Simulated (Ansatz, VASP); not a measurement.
## Al2O3 (Al2O3 (0001), 3 units): VASP beside Ansatz

One calculation is typed for both programs; each brings its own data sets. How far apart do they land? Of the first pair: The structure shown is the start of the Ansatz relaxation below; VASP solves that cell, so the two are compared at the walk's first step.

Main program and level: Ansatz 0.2.0; plane waves, with VASP 6.6.1 beside it; PBE.

**1. Starting point**

The cell holds 15 atoms: 6 Al and 9 O. Cell: a = 4.759 Å, b = 4.759 Å, c = 35.820 Å, α = 90.0°, β = 90.0°, γ = 120.0°. It derives from Al2O3 (corundum Al2O3). Vacuum lies along c. The height across the vacuum is the one that the program set for its solve, not the one typed.

**2. Ansatz: relaxation, PBE**

Ansatz runs on its default PAW (the set named soft_2) files.

The two programs are compared at the cell with which this relaxation starts, whose forces are those of its first step.

Input file input.yaml:

```yaml
crystal:
  lattice:
    - [4.759, 0.0, 0.0]
    - [-2.3795, 4.1214149, 0.0]
    - [0.0, 0.0, 22.01004]
  atoms:
    - { symbol: Al, position: [0.66666667, 0.33333333, 0.3634704889] }
    - { symbol: O, position: [0.306, 0.0, 0.4016357989] }
    - { symbol: O, position: [0.0, 0.306, 0.4016357989] }
    - { symbol: O, position: [0.694, 0.694, 0.4016357989] }
    - { symbol: Al, position: [0.33333333, 0.66666667, 0.4398011089] }
    - { symbol: Al, position: [0.0, 0.0, 0.46183469] }
    - { symbol: O, position: [0.02733333, 0.66666667, 0.5] }
    - { symbol: O, position: [0.33333333, 0.36066667, 0.5] }
    - { symbol: O, position: [0.63933333, 0.97266667, 0.5] }
    - { symbol: Al, position: [0.66666667, 0.33333333, 0.53816531] }
    - { symbol: Al, position: [0.33333333, 0.66666667, 0.5601988911] }
    - { symbol: O, position: [0.97266667, 0.33333333, 0.5983642011] }
    - { symbol: O, position: [0.66666667, 0.63933333, 0.5983642011] }
    - { symbol: O, position: [0.36066667, 0.02733333, 0.5983642011] }
    - { symbol: Al, position: [0.0, 0.0, 0.6365295111] }
  periodic: [true, true, false]
kpoints:
  mp_grid: { grid: [9, 9, 1] }
hamiltonian:
  xc: pbe
scf:
  occupations: { method: fermi_dirac, width: 0.05 }
relax:
  f_tol: 0.01
  max_steps: 90
  cell: {}
```

Run with:

```sh
ansatz run input.yaml --threads 4 --pin off --max-ram 8192MiB --backend cpu --events-out ev --progress --plain --runs-dir out
```

Numbers of over 12 decimals in the logs are rounded to 6 here.

The program printed:

```text
Warning: crystal.periodic: the lattice vector that does not repeat stood 0.000° off the slab's normal, 22.010 Å along it as the deck builds it. The run solves the slab on a vector along the normal, 35.820 Å long, with every atom where it was (on the deck's vector they left 16.00 Å outside them, and the widest stretch free of ions among them is 0.84 Å). A fractional position that the run reports is one of the run's ce [...]
crystal.periodic: the lattice vector that does not repeat stood 0.000° off the slab's normal, 22.010 Å along it as the deck builds it. The run solves the slab on a vector along the normal, 35.820 Å long, with every atom where it was (on the deck's vector they left 16.00 Å outside them, and the widest stretch free of ions among them is 0.84 Å). A fractional position that the run reports is one of the run's cell, which [...]
Engine: ansatz 0.2.0, aarch64-unknown-linux-gnu
Pseudopotentials: kind: paw
Pseudopotential: Al, paw, valence charge 3, recommended cutoff 420 eV (normal), Al.paw.azcp
Pseudopotential: O, paw, valence charge 6, recommended cutoff 420 eV (normal), O.paw.azcp
Functional definition: PBE
  parameter kappa = 0.804
  parameter beta = 0.066725
  exchange = pbe_x(kappa = kappa, mu = beta*pi^2/3)
  correlation = pbe_c(beta = beta)
Crystal: 15 atoms, lattice volume = 702.568 Å³
[...]
Crystal: 15 atoms, lattice volume = 773.486 Å³
Basis set: ecut = 420 eV, 15185 PW (Γ), exchange–correlation on 72×72×480 points (8 copies of the dense FFT grid, shifted against one another)
iter 1 solved again at ethr=2.27e-6 eV; its pass at ethr=3.10e-3 eV (dr2=1.63e-3 eV) is discarded
SCF iter   1: F=—  HF=-8351.398208 eV  |F-HF|=—  |Δ(HF+E_count)|=         —  Δρ=4.26e-4  dr2=1.63e-3  ethr=2.27e-6  ⟨swp⟩=4.4  Hψ=2940  notcnv=0  defer=1
preconditioner: auto → Resta (q_TF=auto, 1.837 Å⁻¹)  ε∞=1.5  [insulator: Δε(μ)=4.861 eV  Ē_g=15.387 eV  σ=0.050 eV  W_gap=1.00  n_scr=98 (ndim 8)  ℏωp=11.3 eV  f_vac=0.791  D(μ)=0.00/eV (n_scr^D=0)  ε∞_Penn≈1.5  vacuum switching on, ρ_ref=1.7e-2 e/Å³]
SCF iter   2: F=—  HF=-8351.397806 eV  |F-HF|=—  |Δ(HF+E_count)|=   4.03e-4  Δρ=2.35e-4  dr2=2.38e-4  ethr=2.27e-6  ⟨swp⟩=3.0  Hψ=1172  notcnv=0
SCF iter   3: F=—  HF=-8351.397748 eV  |F-HF|=—  |Δ(HF+E_count)|=   5.79e-5  Δρ=7.30e-5  dr2=3.49e-5  ethr=3.31e-7  ⟨swp⟩=2.8  Hψ=1223  notcnv=0
SCF iter   4: F=—  HF=-8351.397741 eV  |F-HF|=—  |Δ(HF+E_count)|=   6.50e-6  Δρ=4.43e-5  dr2=1.21e-5  ethr=4.85e-8  ⟨swp⟩=3.4  Hψ=1432  notcnv=0
SCF iter   5: F=-8351.397739 eV  HF=-8351.397739 eV  |F-HF|=1.50e-8  |Δ(HF+E_count)|=   2.60e-6  Δρ=7.25e-6  dr2=2.48e-7  ethr=1.25e-9  ⟨swp⟩=5.5  Hψ=3521  notcnv=0
SCF 15 converged in 5 iterations: F = -8351.397739 eV  dr2 = 2.48e-7
relax step  15: F+E_penalty+E_count = -8351.39773874 eV  Δ(F+E_penalty+E_count) = -8.778e-5 eV  max|allowed force component| = 3.212e-3 eV/Å  Δτ_max = 0.0030 Å  P = +0.101 N/m  Ω = 773.486 Å³  energy of the carried Pulay correction = -3.107e-3 eV  fix = [c, alpha, beta]  reactions: c +0.000 N/m  (5 SCF iters, dr2 threshold 9.00e-7 eV, accepted)
[...]
relax step  16: F+E_penalty+E_count = -8351.39743478 eV  Δ(F+E_penalty+E_count) = +3.040e-4 eV  max|allowed force component| = 4.123e-4 eV/Å  Δτ_max = 0.0004 Å  P = +0.001 N/m  Ω = 773.866 Å³  energy of the carried Pulay correction = -3.448e-3 eV  fix = [c, alpha, beta]  reactions: c +0.000 N/m  (5 SCF iters, dr2 threshold 1.00e-8 eV, accepted)
[...]
relax step  17: F+E_penalty+E_count = -8351.40086792 eV  Δ(F+E_penalty+E_count) = -3.433e-3 eV  max|allowed force component| = 3.468e-4 eV/Å  Δτ_max = 0.0000 Å  P = +0.014 N/m  Ω = 773.866 Å³  fix = [c, alpha, beta]  reactions: c +0.000 N/m  stress off target by 1.44e-2 N/m on what of the cell is left free  SCF on the basis re-selected at this cell (its energy is not comparable with the rows above)  (6 SCF iters)
basis re-selected at this cell: Δ(F+E_penalty+E_count) = -3.433e-3 eV, ΔP = +0.013 N/m vs the last step (what re-selecting the basis moved, of the pressure what is left beyond the Pulay correction that the steps carried, after the strain that the cell walked since its last selection, with what the two solves' SCF thresholds leave and, on support functions, any second-order correction that the steps lacked; it is no m [...]
SCF converged after 6 iterations
Free energy (F): -8351.400868 eV
Harris-Foulkes:  -8351.400868 eV  (|F-HF|=8.71e-8)
Internal energy: -8351.400868 eV  (E = F + TS)
E sigma→0 (E₀):  -8351.400868 eV
Fermi energy:    -5.874659 eV
--- Per-component energies (eV) ---
  E_band       = -1044.629261
  E_kinetic    = 1757.253686
  E_local      = -155335.196341  (includes V_loc(G=0)·N_el)
  E_nonlocal   = 486.826865
  E_hartree    = 76716.382260
  E_xc         = -915.466863
  E_vxc        = -1038.590342  (∫ρ·V_xc dr)
  E_paw        = -4230.592741  (= ΣΔE_a)
  E_vpaw       = -347.711651  (= ΣTr[D̂ρ^β])
  E_aug_tail   = 0.022618  (compensation charges beyond the density's cutoff)
  E_ewald      = 73169.369649
  E_smearing   = -0.000000  (= −TS)
  E_closure    = 0.000000  (closes the sum)
  Σ components = -8351.400868   (vs F -8351.400868, Δ=0.00e0)
--- Forces (eV/Å), atoms counted from 1 ---
  atom   1  Al    -0.00000000    -0.00000000    -0.00034680
  atom   2  O      0.00022512     0.00004689     0.00020962
  atom   3  O     -0.00015316     0.00017151     0.00020962
  atom   4  O     -0.00007195    -0.00021840     0.00020962
  atom   5  Al    -0.00000000    -0.00000000    -0.00016108
  atom   6  Al    -0.00000000     0.00000000    -0.00006277
  atom   7  O     -0.00024406    -0.00000000     0.00000000
  atom   8  O      0.00012203    -0.00021136     0.00000000
  atom   9  O      0.00012203     0.00021136    -0.00000000
  atom  10  Al    -0.00000000    -0.00000000     0.00006277
  atom  11  Al    -0.00000000    -0.00000000     0.00016108
  atom  12  O      0.00022512    -0.00004689    -0.00020962
  atom  13  O     -0.00007195     0.00021840    -0.00020962
  atom  14  O     -0.00015316    -0.00017151    -0.00020962
  atom  15  Al    -0.00000000    -0.00000000     0.00034680
  max |Σ_I F_I| component: 1.04e-17 eV/Å
--- 2D stress c σ (N/m, compression-positive) ---
        0.014445       0.000000       0.000000
        0.000000       0.014445       0.000000
        0.000000       0.000000       0.000000
  P = ½ c Tr σ = 0.0144 N/m
--- Relaxed structure (15 steps of the walk, 15 accepted, 2 SCFs on fresh bases) ---
  F+E_penalty+E_count = -8351.40086792 eV   max|allowed force component| = 3.468e-4 eV/Å   (the final SCF, on the basis selected at the relaxed cell)
  cell:  # Å, volume = 773.8662 Å³
    - [4.994642, 0.0, 0]
    - [-2.497321, 4.325487, 0]
    - [0, 0, 35.820080]
  atoms:
    - { symbol: Al, position: [0.666667, 0.333333, 0.268141] }
    - { symbol: O, position: [0.333335, 1.8464301800408499e-6, 0.249211] }
    - { symbol: O, position: [-1.8464301799747673e-6, 0.333333, 0.249211] }
    - { symbol: O, position: [0.666667, 0.666665, 0.249211] }
    - { symbol: Al, position: [0.333333, 0.666667, 0.268139] }
    - { symbol: Al, position: [-8.554198107799986e-18, 1.5487982763233765e-19, 0.268137] }
    - { symbol: O, position: [5.5731198848607555e-6, 0.666667, 0.307230] }
    - { symbol: O, position: [0.333333, 0.333339, 0.307230] }
    - { symbol: O, position: [0.666661, 0.999994, 0.307230] }
    - { symbol: Al, position: [0.666667, 0.333333, 0.346324] }
    - { symbol: Al, position: [0.333333, 0.666667, 0.346321] }
    - { symbol: O, position: [1.000000, 0.333331, 0.365250] }
    - { symbol: O, position: [0.666669, 0.666668, 0.365250] }
    - { symbol: O, position: [0.333332, 5.2967889111058496e-8, 0.365250] }
    - { symbol: Al, position: [-2.4799396218888806e-17, 1.548798276323422e-19, 0.346320] }
```

(Continued in part 2 of 2.)

[Lines on the potential files, build, host, timing and source positions are cut from VASP's logs without a mark.]

[Logs are printed without paths, hosts, clocks, repeated set-up lines and the standing remarks that a program may print on its own settings, such as how far it seeks lower states.]

[Hosts, paths, dates, database ids (printed as entryN), source tags and the programs' standing remarks are cut or masked in the printed files.]
